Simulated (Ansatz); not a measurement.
Li2O under changes of volume

One of the cells (8.399 Å³/atom); the others are scaled copies at fixed shape and fractional positions:

```
O Li
1.0
     0.00000    2.32685    2.32685
     2.32685    0.00000    2.32685
     2.32685    2.32685    0.00000
O Li
1 2
Direct
  0.00000 0.00000 0.00000
  0.25000 0.25000 0.25000
  0.75000 0.75000 0.75000
```

The cell comes from a database or a generator and needn't be the stable form of this composition.

```yaml
Program: Ansatz 0.2.0
Functional: LDA
Potentials_or_basis: Ansatz PAW
Cutoff: "420 eV (not typed: the program's choice for these potentials)"
k_mesh: 10 × 10 × 10
Occupations: fermi-dirac, width 0.05 eV
Spin: no spin polarisation
```

```csv
volume (Å³/atom),energy over the lowest point (meV/atom),pressure (GPa),gap on the mesh (eV)
7.895,0.00,-3.7,4.88
8.063,?,?,?
8.231,11.06,-6.7,4.81
8.399,18.87,-8.0,4.77
8.567,27.85,-9.2,4.74
8.735,38.03,-10.2,4.70
8.903,49.27,-11.1,4.66
```

Task: What does the run at 8.063 Å³/atom give?

Result: Energy over the lowest point 4.74 meV/atom; pressure -5.3 GPa; gap on the mesh 4.84 eV.

Worked out: A Birch-Murnaghan fit of order 3 (a polynomial in V^(-2/3)) to the other rows has no minimum within the range. It gives 4.75 meV/atom at 8.063 Å³/atom, against the run's 4.74, and -dE/dV = -5.3 GPa, against -5.3. A straight line through the other rows of the gap, of slope -1.82 eV per unit of ln V, gives 4.84 eV, against the run's 4.84.

Energies are extrapolated to zero smearing.

Caveats: the PAW data sets come from PBE, with cores solved anew for the run's functional, which leaves a small shift of forces and pressure.

A mesh can miss the band edges.
